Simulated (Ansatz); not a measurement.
An Ansatz input:

```yaml
crystal:
  lattice:
    - [2.4404412294, 0.0, 0.0]
    - [-1.2202206147, 2.1134841011, 0.0]
    - [0.0, 0.0, 3.8550738371]
  atoms:
    - { symbol: Fe, position: [0.3333333333, 0.6666666667, 0.25], spin: 2.5 }
    - { symbol: Fe, position: [0.6666666667, 0.3333333333, 0.75], spin: -2.5 }
hamiltonian:
  xc: revpbe
  pseudopotentials:
    kind: paw
    azcp:
      Fe: "pseudopotentials/Fe.paw.azcp"
basis:
  ecutwfc: 420
  fft_grid_basis: typed
kpoints:
  mp_grid: { grid: [16, 16, 9], shift: [0, 0, 0] }
magnetization:
  spin_polarized: true
scf:
  occupations: { method: fermi_dirac, width: 0.05 }
  lower_state_search: "off"
output:
  stress: true
```

Output

```
Engine: ansatz 0.2.0, aarch64-unknown-linux-gnu
Pseudopotentials: kind: paw
Pseudopotential: Fe, paw, valence charge 16, recommended cutoff 420 eV (normal) 
Functional definition: revPBE
  parameter kappa = 1.245
  parameter beta = 0.06672455060314922
  exchange = pbe_x(kappa = kappa, mu = beta*pi^2/3)
  correlation = pbe_c(beta = beta)
Crystal: 2 atoms, lattice volume = 19.884 Å³
Basis set: ecut = 420 eV, 391 PW (Γ)
Bands: 23, of which v1, the nominal top of the filled ones, is band 16 counted from 1 (15 counted from 0)
Symmetry: 12 space group operations
Space group: P-6m2 (ITA 187), of the structure as read, at distance tolerance 2.7e-5 Å
Magnetic group: BNS 194.267 (UNI 1497), of the structure as read, at distance tolerance 2.7e-5 Å
k-points: 150 of 2304 (time reversal used)
Non-local potential: Fe, projectors of the file, l = 0: 3, l = 1: 2, l = 2: 3, l = 3: 1
PAW form: soft (Blöchl's): semilocal exchange-correlation on the pseudo side does not see the compensation charge
PAW frozen core: Fe, regenerated for the run's functional, and the local potential with it (the file was generated under x = pbe(κ = 0.804, μ = 0.2195149727645171), c = pbe(β = 0.06672455060314922))
PAW one-centre angular grid: Fe, 590 points (default); XC on 64 Gauss nodes
Initial density: superposition of atomic densities (chi_scale 0.1, normalization cell)
Starting moments: Σ|m| = 5 μB on 2 of 2 sites
Starting magnetic order: antiferromagnet; an inversion exchanges its spin sublattices: spin-degenerate at every k-point
Initial wavefunctions: pseudopotential atomic-orbital guess
Functional: x = revpbe(κ = 1.245, μ = 0.2195149727645171), c = pbe(β = 0.06672455060314922)
SCF iter   1: F=—  HF=-8967.354950 eV  |F-HF|=—  |Δ(HF+E_count)|=         —  Δρ=9.59e-2 (↑9.59e-2 ↓9.59e-2)  dr2=1.48e0  dr2_m=1.11e0  M=0.000 μB ∫|m|=3.413 μB  β_m=0.30  ethr=3.10e-3  ⟨swp⟩=5.2  Hψ=26789  notcnv=0  defer=19
SCF iter   2: F=—  HF=-8967.232722 eV  |F-HF|=—  |Δ(HF+E_count)|=   1.22e-1  Δρ=6.50e-2 (↑6.50e-2 ↓6.50e-2)  dr2=3.14e-1  dr2_m=6.58e-1  M=0.000 μB ∫|m|=3.318 μB  β_m=0.30  ethr=3.10e-3  ⟨swp⟩=2.5  Hψ=11188  notcnv=0  defer=246
SCF iter   3: F=—  HF=-8967.207030 eV  |F-HF|=—  |Δ(HF+E_count)|=   2.57e-2  Δρ=4.92e-2 (↑4.92e-2 ↓4.92e-2)  dr2=1.41e-2  dr2_m=4.37e-1  M=-0.000 μB ∫|m|=3.211 μB  β_m=0.30  ethr=9.80e-4  ⟨swp⟩=2.4  Hψ=10815  notcnv=0  defer=246
SCF iter   4: F=—  HF=-8967.243837 eV  |F-HF|=—  |Δ(HF+E_count)|=   3.68e-2  Δρ=4.41e-2 (↑4.41e-2 ↓4.34e-2)  dr2=9.98e-4  dr2_m=3.48e-1  M=0.000 μB ∫|m|=3.074 μB  β_m=0.30  ethr=4.42e-5  ⟨swp⟩=3.0  Hψ=14928  notcnv=0  defer=208
SCF iter   5: F=—  HF=-8967.286623 eV  |F-HF|=—  |Δ(HF+E_count)|=   4.28e-2  Δρ=4.27e-2 (↑3.64e-2 ↓4.27e-2)  dr2=1.01e-2  dr2_m=2.84e-1  M=-0.002 μB ∫|m|=2.946 μB  β_m=0.30  ethr=3.12e-6  ⟨swp⟩=2.1  Hψ=13336  notcnv=0  defer=205
...
SCF iter  25: F=-8967.502905 eV  HF=-8967.502905 eV  |F-HF|=1.43e-8  |Δ(HF+E_count)|=  7.33e-10  Δρ=8.81e-6 (↑4.67e-6 ↓8.81e-6)  dr2=1.57e-8  dr2_m=4.42e-9  M=-0.000 μB ∫|m|=0.001 μB  β_m=0.88  ethr=2.62e-10  ⟨swp⟩=2.2  Hψ=21243  notcnv=0
SCF iter  26: F=—  HF=-8967.502905 eV  |F-HF|=—  |Δ(HF+E_count)|=   2.22e-8  Δρ=2.19e-5 (↑2.19e-5 ↓2.09e-5)  dr2=3.78e-7  dr2_m=1.51e-10  M=-0.000 μB ∫|m|=0.000 μB  β_m=0.54  ethr=4.92e-11  ⟨swp⟩=2.3  Hψ=11538  notcnv=0  defer=144  recentre
iter 27 did not close the SCF: its close was put off for a magnetic moment that had not settled (scf_convergence_deferred on its scf_iter line)
SCF iter  27: F=-8967.502905 eV  HF=-8967.502905 eV  |F-HF|=2.52e-9  |Δ(HF+E_count)|=   1.64e-8  Δρ=1.94e-6 (↑1.94e-6 ↓1.80e-6)  dr2=2.66e-9  dr2_m=7.79e-11  M=-0.000 μB ∫|m|=0.000 μB  β_m=0.55  ethr=4.92e-11  ⟨swp⟩=1.6  Hψ=21265  notcnv=0
SCF iter  28: F=-8967.502905 eV  HF=-8967.502905 eV  |F-HF|=5.46e-12  |Δ(HF+E_count)|=  7.09e-11  Δρ=3.59e-7 (↑3.59e-7 ↓1.97e-7)  dr2=1.84e-11  dr2_m=7.03e-12  M=-0.000 μB ∫|m|=0.000 μB  ethr=8.32e-12  ⟨swp⟩=1.1  Hψ=14912  notcnv=0
WARN: the starting moments were not kept: the SCF closed with an absolute magnetisation of 2.6e-5 μB, where they sum to 5 μB in size (2 sites). That is at most 0.1 of that sum. Measured as dr2_m measures the in/out step, that magnetisation stands 5.7e-10 eV from none, at or under the dr2_threshold of 1.0e-7 eV: it is no larger than a step whose dr2_m would equal this threshold. The system may hold no moment; this SCF shows only that its start led to no more than that. To try another start: raise the starting moments (crystal.atoms[].spin, magnetization.per_species, magnetization.initial_magnetization, or on a non-collinear deck that types none of these the spinor_matrix: blocks that start its atoms; where the total moment is fixed, keep their sum and leave initial_magnetization as it is; typed ones take the place of any that the run laid by itself, positive ones on a crystal's lanthanoids without a Hubbard term where scf.initial_density.shell_occupations: [] is typed) or, if the notice of its spin-set hold's release reads "site moments contracting" or "site moments show no strong build", lengthen the hold (scf.mixing.spin_hold: { on: { confirm: 4 } }; for m-r²SCAN on two components see the key's manual first). Each may lead to a state that holds a moment. A second SCF, from the converged charge density, with the starting moments and any scf.initial_density.shell_occupations laid on it anew, would have followed, and was not run: the deck does not ask for one (magnetization.retry_lost_moments is false, the default). To let it run, set magnetization.retry_lost_moments: true and run the deck again, where that key's refused combinations let it; where memory then withholds it, that run's warning says so.
SCF 1 converged in 28 iterations: F = -8967.502905 eV  dr2 = 1.84e-11
SCF converged after 28 iterations
Magnetization: -0.0000 μB (16.0000 up, 16.0000 down)
Absolute magnetization: 0.0000 μB (∫|ρ↑−ρ↓|, with the PAW one-centre terms)
Spin contamination: 0.0000 ħ² per cell (⟨S²⟩ above its minimum at these occupations)
Per-site moments (μB) at R_I (Å): [(-1.3928159517877968e-5, 0.9848863772814613), (1.167151690533341e-5, 0.9848863772814613)]
Free energy (F): -8967.502905 eV
Harris-Foulkes:  -8967.502905 eV  (|F-HF|=5.46e-12)
Internal energy: -8967.485927 eV  (E = F + TS)
E sigma→0 (E₀):  -8967.494416 eV
Entropy (-TS):   -0.016978 eV (-8.489 meV/atom)
Fermi energy:    21.808164 eV
--- Per-component energies (eV) ---
  E_band       = -332.827524
  E_kinetic    = 712.266998
  E_local      = -3788.408838  (includes V_loc(G=0)·N_el)
  E_nonlocal   = 424.503717
  E_hartree    = 1608.154335
  E_xc         = -239.864066
  E_vxc        = -308.933249  (∫ρ·V_xc dr)
  E_paw        = -2733.525852  (= ΣΔE_a)
  E_vpaw       = -588.566511  (= ΣTr[D̂ρ^β])
  E_aug_tail   = 0.001849  (compensation charges beyond the density's cutoff)
  E_ewald      = -4950.545437
  E_core_change = -0.068632  (= ΣΔE_core)
  E_smearing   = -0.016978  (= −TS)
  E_closure    = 0.000000  (closes the sum)
  Σ components = -8967.502905   (vs F -8967.502905, Δ=0.00e0)
--- Stress (GPa, compression-positive) ---
       11.994861       0.000000      -0.000000
        0.000000      11.994861      -0.000000
       -0.000000      -0.000000      12.867686
  P = ⅓ Tr σ = 12.2858 GPa (122.858 kbar)
```
